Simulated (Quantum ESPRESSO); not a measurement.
Crystal: AgCl (Chlorargyrite).

```
CELL_PARAMETERS angstrom
0.00000 2.73500 2.73500
2.73500 0.00000 2.73500
2.73500 2.73500 0.00000
ATOMIC_POSITIONS crystal
Ag 0.00000 0.00000 0.00000
Cl 0.50000 0.50000 0.50000
```

Base run:

```yaml
Program: Quantum ESPRESSO 7.5
Functional: LDA
Potentials_or_basis: PseudoDojo 0.4.1 SR LDA standard
Cutoff: 1170 eV
Density_cutoff: 4680 eV
k_mesh: 6 × 6 × 6, shifted
Occupations: fermi-dirac, width 0.05 eV
Spin: no spin polarisation
```

Its results: pressure -3.8 GPa; electronic dielectric tensor (diagonal) 5.62.

Task: After a change of settings the same cell gave: pressure -0.8 GPa; electronic dielectric tensor (diagonal) 5.47. Which change was it?
A. functional from LDA to AM05; potentials or basis from PseudoDojo 0.4.1 SR LDA standard to PseudoDojo 0.4.1 SR PBE standard; cutoff from 1170 eV to 1116 eV; density cutoff from 4680 eV to 4463 eV
B. functional from LDA to PBEsol; potentials or basis from PseudoDojo 0.4.1 SR LDA standard to PseudoDojo 0.4.1 SR PBEsol standard; cutoff from 1170 eV to 1116 eV; density cutoff from 4680 eV to 4463 eV
C. functional from LDA to BLYP; potentials or basis from PseudoDojo 0.4.1 SR LDA standard to PseudoDojo 0.4.1 SR PBE standard; cutoff from 1170 eV to 1116 eV; density cutoff from 4680 eV to 4463 eV

Result: B.

Caveats: the cell is more than 3 GPa from zero pressure, which shifts response properties (some runs).

Runs at the PBE level aren't shown here.
